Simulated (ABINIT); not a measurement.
A run of ABINIT 10.8.3 (patched build):

Contents of run.abi:

```
# Pseudopotentials
pp_dirpath "./"
pseudos "Sr.LDA_PW-JTH.xml, V.LDA_PW-JTH.xml, O.LDA_PW-JTH.xml"

# Structure
acell 3*1.0
rprim
     7.2582490721     0.0000000000     0.0000000000
     0.0000000000     7.2582490721     0.0000000000
     0.0000000000     0.0000000000     7.2582490721
ntypat 3
znucl 38 23 8
natom 5
typat 1 2 3 3 3
xred
     0.5000000000     0.5000000000     0.5000000000
     0.0000000000     0.0000000000     0.0000000000
     0.0000000000     0.0000000000     0.5000000000
     0.0000000000     0.5000000000     0.0000000000
     0.5000000000     0.0000000000     0.0000000000

# Plane-wave basis
ecut 23.0
pawecutdg 45.0

# k points
kptopt 1
ngkpt 3 3 3
nshiftk 1
shiftk 0.0 0.0 0.0

# Exchange and correlation
ixc 7

# Bands and occupations
nband 26
occopt 3
tsmear 0.05 eV

# Spin
nsppol 2
spinat
     0.0000000000     0.0000000000     0.0000000000
     0.0000000000     0.0000000000     2.0000000000
     0.0000000000     0.0000000000     0.0000000000
     0.0000000000     0.0000000000     0.0000000000
     0.0000000000     0.0000000000     0.0000000000

# SCF cycle
nstep 100
tolvrs 1.0e-9

# Output
iomode 3
prtwf 0
prteig 0
prtebands 0
enunit 1
prtvol 2
prtden 1
prtvha 1
prtvclmb 1
prtpot 1
```

Potentials or basis: JTH PAW LDA v2.0.

Run with:

```sh
$ abinit run.abi > log 2>&1
```

Hardware: 1 thread of Arm Neoverse V1 (shared host).

**Question.** How long does it take, and how much memory?

**Answer.** It took 21 s on 1 thread of Arm Neoverse V1, on a shared host, peak memory 0.11 GiB. Counts: scf iterations 18, mpi ranks 1, k points 4, bands 26, plane waves 2028.
